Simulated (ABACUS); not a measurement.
The system is PbS (Galena).

```
Pb S
1.0
     0.00000    2.96575    2.96575
     2.96575    0.00000    2.96575
     2.96575    2.96575    0.00000
Pb S
1 1
Direct
  0.00000 0.00000 0.00000
  0.50000 0.50000 0.50000
```

Below is the output of ABACUS 3.10.1 for this cell. Logs are shortened: lines on timing, memory, paths and dates and some standing lists are left out, and cuts for length are marked.

```text
ABACUS v3.10.1

               Atomic-orbital Based Ab-initio Computation at UStc

 ------------------------------------------------------------------------------------

 READING GENERAL INFORMATION
                           global_out_dir = OUT.PbS/
                           global_in_card = INPUT
                               pseudo_dir = ./
                              orbital_dir = ./
                                    DSIZE = 4
                                    GSIZE = 1

 READING UNITCELL INFORMATION
                                    ntype = 2
                  lattice constant (Bohr) = 1.88973
              lattice constant (Angstrom) = 1

 READING ATOM TYPE 1
                               atom label = Pb
                      L=0, number of zeta = 3
                      L=1, number of zeta = 3
                      L=2, number of zeta = 2
             number of atom for this type = 1

 READING ATOM TYPE 2
                               atom label = S
                      L=0, number of zeta = 2
                      L=1, number of zeta = 2
                      L=2, number of zeta = 1
             number of atom for this type = 1

                        TOTAL ATOM NUMBER = 2
DIRECT COORDINATES
    atom                   x                   y                   z     mag                  vx                  vy                  vz
taud_Pb1            0.0000000000        0.0000000000        0.0000000000  0.0000        0.0000000000        0.0000000000        0.0000000000
taud_S1            0.5000000000        0.5000000000        0.5000000000  0.0000        0.0000000000        0.0000000000        0.0000000000

                          Volume (Bohr^3) = 352.071
                             Volume (A^3) = 52.1715

[... 228 lines left out ...]
 LCAO ALGORITHM --------------- ION=   1  ELEC=   1--------------------------------

 Density error is 0.048881613867
----------------------------------------------------------
     Energy           Rydberg                 eV
----------------------------------------------------------
 E_KohnSham     -441.5439475646      -6007.5136042912
 E_Harris       -443.3753330393      -6032.4308819827
 E_Fermi        0.7031524910         9.5668804405
----------------------------------------------------------
[... 80 lines left out ...]
 Density error is 2.94345331088e-09
----------------------------------------------------------
     Energy           Rydberg                 eV
----------------------------------------------------------
 E_KohnSham     -441.5829673394      -6008.0444955635
 E_KS(sigma->0) -441.5829672774      -6008.0444947204
 E_Harris       -441.5829673039      -6008.0444950812
 E_band         -52.9424990443       -720.3196533615
 E_one_elec     -258.9972166854      -3523.8379130621
 E_Hartree      129.4936921791       1761.8520686941
 E_xc           -73.7139248009       -1002.9293992356
 E_Ewald        -238.3655179083      -3243.1292502736
 E_entropy(-TS) -0.0000001239        -0.0000016861
 E_descf        0.0000000000         0.0000000000
 E_exx          0.0000000000         0.0000000000
 E_Fermi        0.7252184834         9.8671036696
----------------------------------------------------------

 charge density convergence is achieved
 final etot is -6008.0444956 eV
 EFERMI = 9.8671036696 eV

 STATE ENERGY(eV) AND OCCUPATIONS    NSPIN == 1
 1/20 kpoint (Cartesian) = 0.0000 0.0000 0.0000 (1493 pws)
       1       -130.000     0.00583090
       2       -71.5924     0.00583090
       3       -71.5924     0.00583090
       4       -71.5924     0.00583090
       5       -7.08071     0.00583090
       6       -7.08071     0.00583090
[... 146 lines left out ...]
      23        24.3506        0.00000
      24        26.3463        0.00000

[... levels at 14 further k points ...]

 correction force for each atom along direction 1 is 1.78459e-14
 correction force for each atom along direction 2 is 1.30731e-13
 correction force for each atom along direction 3 is 1.16379e-13
------------------------------------------------------------------------------------------
 TOTAL-FORCE (eV/Angstrom)
------------------------------------------------------------------------------------------
                       Pb1         0.0000000000         0.0000000000         0.0000000000
                        S1         0.0000000000         0.0000000000         0.0000000000
------------------------------------------------------------------------------------------

----------------------------------------------------------------
 TOTAL-STRESS (KBAR)
----------------------------------------------------------------
       -15.8485185714         0.0000000000        -0.0000000000
        -0.0000000000       -15.8485185714        -0.0000000000
        -0.0000000000         0.0000000000       -15.8485185714
----------------------------------------------------------------
 TOTAL-PRESSURE: -15.848519 KBAR

 --------------------------------------------
 !FINAL_ETOT_IS -6008.0444955634602593 eV
 --------------------------------------------
```

Question: Write the input and the command behind it.

Answer: Single point with LDA, no spin polarisation. The files as run (others can give the same):

run_abacus.py
```python
"""ABACUS run from a structure file: ASE reads it, the script writes STRU, KPT and INPUT."""
import re
import subprocess
import spglib
from ase import Atoms
from ase.io import read
from ase.units import Bohr

atoms = read("PbS.cif")
cell, frac, numbers = spglib.standardize_cell((atoms.cell[:], atoms.get_scaled_positions(), atoms.numbers), to_primitive=True, symprec=1e-4)
atoms = Atoms(numbers=numbers, cell=cell, scaled_positions=frac, pbc=True)  # the primitive cell
atoms = atoms[(-atoms.numbers).argsort(kind="stable")]  # ABACUS lists atoms element by element
pseudo = {'Pb': 'Pb.upf', 'S': 'S.upf'}
orbital = {'Pb': 'Pb_confined-atom_8au_3s3p2d.orb', 'S': 'S_confined-atom_7au_2s2p1d.orb'}
magmoms = None
kmesh = [7, 7, 7]
params = {
    'suffix': 'PbS',
    'calculation': 'scf',
    'basis_type': 'lcao',
    'pseudo_dir': './',
    'orbital_dir': './',
    'symmetry': 1,
    'dft_functional': 'pz',
    'ecutwfc': 100,
    'pseudo_rcut': 10,
    'nspin': 1,
    'nbands': 24,
    'ks_solver': 'genelpa',
    'smearing_method': 'fd',
    'smearing_sigma': 0.00367493,
    'scf_thr': 1e-07,
    'scf_nmax': 100,
    'mixing_type': 'broyden',
    'mixing_beta': 0.7,
    'cal_force': 1,
    'cal_stress': 1,
    'out_mul': 1,
    'out_chg': 1,
}

symbols = atoms.get_chemical_symbols()
elements = list(dict.fromkeys(symbols))
lines = ["ATOMIC_SPECIES"] + [f"{e} {atoms.get_masses()[symbols.index(e)]:.4f} {pseudo[e]}" for e in elements]
if orbital:
    lines += ["", "NUMERICAL_ORBITAL"] + [orbital[e] for e in elements]
lines += ["", "LATTICE_CONSTANT", f"{1 / Bohr:.10f}", "", "LATTICE_VECTORS"]
lines += [" ".join(f"{x:.10f}" for x in v) for v in atoms.cell]
lines += ["", "ATOMIC_POSITIONS", "Direct"]
for e in elements:
    lines += ["", e, "0.0", str(symbols.count(e))]
    for i, p in enumerate(atoms.get_scaled_positions(wrap=False)):
        if symbols[i] == e:
            mag = "" if magmoms is None else " mag " + " ".join(str(x) for x in (magmoms[i] if isinstance(magmoms[i], list) else [magmoms[i]]))
            lines.append(" ".join(f"{x:.10f}" for x in p) + " 1 1 1" + mag)
open("STRU", "w").write("\n".join(lines) + "\n")
open("KPT", "w").write("K_POINTS\n0\nGamma\n%d %d %d 0 0 0\n" % tuple(kmesh))
open("INPUT", "w").write("INPUT_PARAMETERS\n" + "".join(f"{k:<20s}{v}\n" for k, v in params.items()))

done = subprocess.run(['mpirun', '-np', '4', 'abacus'])
if done.returncode:
    raise SystemExit(done.returncode)
log = open("OUT.PbS/running_scf.log").read()
print("final energy (eV):", re.findall(r"FINAL_ETOT_IS (\S+)", log))
```

PbS.cif
```cif
data_PbS
_cell_length_a 5.93150000
_cell_length_b 5.93150000
_cell_length_c 5.93150000
_cell_angle_alpha 90.00000000
_cell_angle_beta 90.00000000
_cell_angle_gamma 90.00000000
_space_group_name_H-M_alt 'Fm-3m'
_space_group_name_Hall '-F 4 2 3'
_space_group_IT_number 225
loop_
_space_group_symop_operation_xyz
'x,y,z'
'-x,-y,-z'
'-y,x,z'
'y,-x,-z'
'-x,-y,z'
'x,y,-z'
'y,-x,z'
'-y,x,-z'
'x,-y,-z'
'-x,y,z'
'-y,-x,-z'
'y,x,z'
'-x,y,-z'
'x,-y,z'
'y,x,-z'
'-y,-x,z'
'z,x,y'
'-z,-x,-y'
'z,-y,x'
'-z,y,-x'
'z,-x,-y'
'-z,x,y'
'z,y,-x'
'-z,-y,x'
'-z,x,-y'
'z,-x,y'
'-z,-y,-x'
'z,y,x'
'-z,-x,y'
'z,x,-y'
'-z,y,x'
'z,-y,-x'
'y,z,x'
'-y,-z,-x'
'x,z,-y'
'-x,-z,y'
'-y,z,-x'
'y,-z,x'
'-x,z,y'
'x,-z,-y'
'-y,-z,x'
[... 86 lines left out ...]
'z+1/2,-y,-x+1/2'
'y+1/2,z,x+1/2'
'-y+1/2,-z,-x+1/2'
'x+1/2,z,-y+1/2'
'-x+1/2,-z,y+1/2'
'-y+1/2,z,-x+1/2'
'y+1/2,-z,x+1/2'
'-x+1/2,z,y+1/2'
'x+1/2,-z,-y+1/2'
'-y+1/2,-z,x+1/2'
'y+1/2,z,-x+1/2'
'-x+1/2,-z,-y+1/2'
'x+1/2,z,y+1/2'
'y+1/2,-z,-x+1/2'
'-y+1/2,z,x+1/2'
'x+1/2,-z,y+1/2'
'-x+1/2,z,-y+1/2'
'x+1/2,y+1/2,z'
'-x+1/2,-y+1/2,-z'
'-y+1/2,x+1/2,z'
'y+1/2,-x+1/2,-z'
'-x+1/2,-y+1/2,z'
'x+1/2,y+1/2,-z'
'y+1/2,-x+1/2,z'
'-y+1/2,x+1/2,-z'
'x+1/2,-y+1/2,-z'
'-x+1/2,y+1/2,z'
'-y+1/2,-x+1/2,-z'
'y+1/2,x+1/2,z'
'-x+1/2,y+1/2,-z'
'x+1/2,-y+1/2,z'
'y+1/2,x+1/2,-z'
'-y+1/2,-x+1/2,z'
'z+1/2,x+1/2,y'
'-z+1/2,-x+1/2,-y'
'z+1/2,-y+1/2,x'
'-z+1/2,y+1/2,-x'
'z+1/2,-x+1/2,-y'
'-z+1/2,x+1/2,y'
'z+1/2,y+1/2,-x'
'-z+1/2,-y+1/2,x'
'-z+1/2,x+1/2,-y'
'z+1/2,-x+1/2,y'
'-z+1/2,-y+1/2,-x'
'z+1/2,y+1/2,x'
'-z+1/2,-x+1/2,y'
'z+1/2,x+1/2,-y'
'-z+1/2,y+1/2,x'
'z+1/2,-y+1/2,-x'
'y+1/2,z+1/2,x'
'-y+1/2,-z+1/2,-x'
'x+1/2,z+1/2,-y'
'-x+1/2,-z+1/2,y'
'-y+1/2,z+1/2,-x'
'y+1/2,-z+1/2,x'
'-x+1/2,z+1/2,y'
'x+1/2,-z+1/2,-y'
'-y+1/2,-z+1/2,x'
'y+1/2,z+1/2,-x'
'-x+1/2,-z+1/2,-y'
'x+1/2,z+1/2,y'
'y+1/2,-z+1/2,-x'
'-y+1/2,z+1/2,x'
'x+1/2,-z+1/2,y'
'-x+1/2,z+1/2,-y'
loop_
_atom_site_label
_atom_site_type_symbol
_atom_site_symmetry_multiplicity
_atom_site_Wyckoff_symbol
_atom_site_fract_x
_atom_site_fract_y
_atom_site_fract_z
_atom_site_occupancy
Pb1 Pb 4 a 0.0000000000 0.0000000000 0.0000000000 1
S1 S 4 b 0.5000000000 0.0000000000 0.0000000000 1
```

Potentials or basis: PseudoDojo NC SR 0.4.1 LDA stringent, DZP LCAO (the cutoffs set its grid).
Launch:
```sh
$ OMP_NUM_THREADS=1 python run_abacus.py > log
```

Caveat: the atomic orbitals were generated for these runs and aren't a published set; this odd mesh misses L, where the gap lies, so gap, dielectric constants and Born charges aren't listed; the basis of atomic orbitals isn't converged, which shifts pressures, moduli and gaps.
